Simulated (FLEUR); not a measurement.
# 1 ML Co on Mo(110), 4 substrate layers: moments or none, part 2 of 2

Aim: find out whether 1 ML Co on Mo(110), 4 substrate layers carries moments when they start parallel, and what they gain.

FLEUR MaX-R8.1; PBEsol; all-electron FLAPW film, Dirac cores, scalar-relativistic bands.

So far. Step 2 (Order 1, typed as ferro +): After 71 cycles the largest moment stands at 1.72 μB. Step 3 (Start 2: no spin polarisation): It lies 207 meV a seeded atom over the first start.

### Step 4. Another try

Level of this step: DFT, all-electron FLAPW, input refused (FLEUR).

An input with a fault is tried, to see how the program answers.

Input file inp.xml:

```
<?xml version="1.0" encoding="UTF-8" standalone="no"?>
<fleurInput fleurInputVersion="0.39">
   <comment>
      CoMo4
   </comment>
   <calculationSetup>
      <cutoffs Kmax="3.6" Gmax="12.6" GmaxXC="12.6" numbands="0"/>
      <scfLoop itmax="100" minDistance="0.00002" maxIterBroyd="15" imix="Anderson" alpha="small" precondParam="0.0" spinf="2.0" sdNocoIR="T"/>
      <coreElectrons ctail="T" frcor="F" kcrel="0" coretail_lmax="0"/>
      <xcFunctional name="PBEs" relativisticCorrections="F"/>
      <magnetism jspins="2"/>
      <soc l_soc="F" theta="0.0" phi="0.0" spav="F"/>
      <expertModes spex="0" secvar="F"/>
      <geometryOptimization l_f="F" forcealpha="1.0" forcemix="BFGS" epsdisp="0.00001" epsforce="0.00001"/>
      <ldaU l_linMix="F" mixParam="0.05" spinf="1.0"/>
   </calculationSetup>
   <cell>
      <bzIntegration valenceElectrons="73.0" mode="hist" fermiSmearingEnergy="0.00183747">
         <kPointListSelection listName="default-1"/>
         <xi:include xmlns:xi="http://www.w3.org/2001/XInclude" href="kpts.xml"> </xi:include>
      </bzIntegration>
      <xi:include xmlns:xi="http://www.w3.org/2001/XInclude" href="sym.xml"> </xi:include>
      <filmLattice scale="1.0" dVac="22.06" dTilda="24.56">
         <bravaisMatrixFilm>
            <row-1>    2.9733234303375089    -4.2049146375230668</row-1>
            <row-2>    2.9733234303375089     4.2049146375230668</row-2>
         </bravaisMatrixFilm>
         <vacuumEnergyParameters vacuum="1" spinUp="-.25" spinDown="-.25"/>
         <vacuumEnergyParameters vacuum="2" spinUp="-.25" spinDown="-.25"/>
      </filmLattice>
   </cell>
   <atomSpecies>
      <species name="Molybdenum (Mo)" element="Mo" atomicNumber="42">
         <mtSphere radius="2.35" gridPoints="777" logIncrement="0.016"/>
         <atomicCutoffs lmax="8" lnonsphr="6"/>
         <electronConfig flipSpins="F">
            <coreConfig>(1s1/2) (2s1/2) (2p1/2) (2p3/2) (3s1/2) (3p1/2) (3p3/2) (3d3/2) (3d5/2)</coreConfig>
            <valenceConfig>(4s1/2) (4p1/2) (4p3/2) (5s1/2) (4d3/2) (4d5/2)</valenceConfig>
            <stateOccupation state="(5s1/2)" spinUp="0.500000" spinDown="0.500000"/>
            <stateOccupation state="(4d3/2)" spinUp="1.000000" spinDown="1.000000"/>
            <stateOccupation state="(4d5/2)" spinUp="1.500000" spinDown="1.500000"/>
         </electronConfig>
         <energyParameters s="5" p="5" d="4" f="4"/>
         <lo type="SCLO" l="0" n="4" eDeriv="0"/>
         <lo type="SCLO" l="1" n="4" eDeriv="0"/>
      </species>
      <species name="Cobalt (Co2.000" element="Co" atomicNumber="27">
         <mtSphere radius="2.35" gridPoints="777" logIncrement="0.016"/>
         <atomicCutoffs lmax="8" lnonsphr="6"/>
         <electronConfig flipSpins="F">
            <coreConfig>(1s1/2) (2s1/2) (2p1/2) (2p3/2)</coreConfig>
            <valenceConfig>(3s1/2) (3p1/2) (3p3/2) (4s1/2) (3d3/2) (3d5/2)</valenceConfig>
            <stateOccupation state="(3d3/2)" spinUp="1.5" spinDown="1.3"/>
            <stateOccupation state="(3d5/2)" spinUp="3.0" spinDown="1.2"/>
         </electronConfig>
         <energyParameters s="4" p="4" d="3" f="4"/>
         <lo type="SCLO" l="0" n="3" eDeriv="0"/>
         <lo type="SCLO" l="1" n="3" eDeriv="0"/>
      </species>
   </atomSpecies>
   <atomGroups>
      <atomGroup species="Molybdenum (Mo)">
         <filmPos label="                   1">.0000000000 .0000000000 -8.2780623432</filmPos>
         <force calculate="T" relaxXYZ="TTT"/>
      </atomGroup>
      <atomGroup species="Molybdenum (Mo)">
         <filmPos label="                   2">1.000/2.000 1.000/2.000 -4.0731363192</filmPos>
         <force calculate="T" relaxXYZ="TTT"/>
      </atomGroup>
      <atomGroup species="Molybdenum (Mo)">
         <filmPos label="                   3">.0000000000 .0000000000 .1317466926</filmPos>
         <force calculate="T" relaxXYZ="TTT"/>
      </atomGroup>
      <atomGroup species="Molybdenum (Mo)">
         <filmPos label="                   4">1.000/2.000 1.000/2.000 4.3366727166</filmPos>
         <force calculate="T" relaxXYZ="TTT"/>
      </atomGroup>
      <atomGroup species="Cobalt (Co2.000">
         <filmPos label="                   5">.0000000000 .0000000000 8.2780623432</filmPos>
         <force calculate="T" relaxXYZ="TTT"/>
      </atomGroup>
   </atomGroups>
   <output dos="F" band="F" slice="F">
      <bandDOS minEnergy="-.5*Htr" maxEnergy="0.5*Htr" sigma="0.015" storeEVData="T"/>
      <plotting iplot="0" polar="F">
         <plot TwoD="T" vec1="  1.0  0.0  0.0" vec2="  0.0  1.0  0.0" vec3="  0.0  0.0  1.0" zero="  0.0  0.0 -0.5" file="plot"/>
      </plotting>
      <moessbauerParams electricFieldGradient="F" isomerShift="F" coreHyperfine="F" valenceHyperfine="F"/>
   </output>
</fleurInput>
```

Input file crystal.txt:

```
CoMo4
&input film=T cartesian=F /
1.57341500000  -2.22514500000  0.00000000000
1.57341500000  2.22514500000  0.00000000000
0.00000000000  0.00000000000  1.00000000000
1.8897261246
1.0 1.0 1.0

5
42 0.00000000000  0.00000000000  -8.27806234320
42 0.50000000000  0.50000000000  -4.07313631917
42 0.00000000000  0.00000000000  0.13174669256
42 0.50000000000  0.50000000000  4.33667271660
27 0.00000000000  0.00000000000  8.27806234320 : 2.000

&kpt div1=10 div2=10 div3=1 gamma=T /
```

Command:

```
> OMP_NUM_THREADS=1 inpgen -f crystal.txt > inpgen.log  # inp.xml is then edited as shown
> OMP_NUM_THREADS=1 mpirun -n 4 fleur_MPI > fleur.log
```

The log of the run:

```text
Welcome to FLEUR        (www.flapw.de)
      MaX-Release 8.1          (www.max-centre.eu)
 Unknown character string found: small
 Defined variables:
Pi = 3.1415926536
Deg = .0174532925
Ang = 1.8897261248
nm = 18.8972612477
pm = .0188972612
Bohr = 1.0000000000
Htr = 1.0000000000
eV = .0367493222
Ry = .5000000000
up = 999.0000000000
down = -999.0000000000
**************FLEUR-Error*****************
Error message: Error in expression:Unknown character string found: small
Error occurred in subroutine: calculator
Error from PE:0/4
*****************************************

Memory (rank 0): 0.026 GB (peak 0.025 GB)
```

Elapsed: 2.5 s, on 4 MPI ranks of Arm Neoverse V1, shared host; peak memory 0.1 GiB.

The program refused the input before any cycle.

The program's message: “Error in expression:Unknown character string found: small”

The fault in the input: a word for a number.

The field takes a number or an expression of known constants, and this word is neither.

### Step 5. Ranking

Free energies are divided by the number of seeded atoms.

Orders:

```tsv
start	final state	typed order kept	energy over the lowest (meV a seeded atom)	largest sphere moment (μB)	net moment (μB a primitive cell)	mesh matched	CPU time (s)
ferro +	ferromagnetic	yes	0	1.721	1.593	yes	1624
no spin polarisation	non-magnetic	-	207.1	0	0	yes	761.4
```

### Step 6. Results

| Quantity | Value |
| --- | --- |
| lower run | with moments |
| largest site spin moment | 1.72 μB |
| energy gained by spin polarisation | 207 meV a seeded atom |

**Reading.** The crystal holds moments, up to 1.72 μB, and the spinless run lies 207 meV a seeded atom higher. No antiferromagnetic order was tried, so the session says nothing on how the moments order. A substrate of 4 unrelaxed layers is a model; thickness and relaxation can move these numbers.

[Logs and program files are shortened in this print: banners, set-up blocks, solver, clock and traceback lines can be left out without a mark of their own.]

[Logs are printed without paths, hosts, clocks, repeated set-up lines and the standing remarks that a program may print on its own settings, such as how far it seeks lower states.]

[Hosts, paths, dates, database ids (printed as entryN), source tags and the programs' standing remarks are cut or masked in the printed files.]

[Where a cell is said to come from a database of computed structures, the database is the Materials Project.]
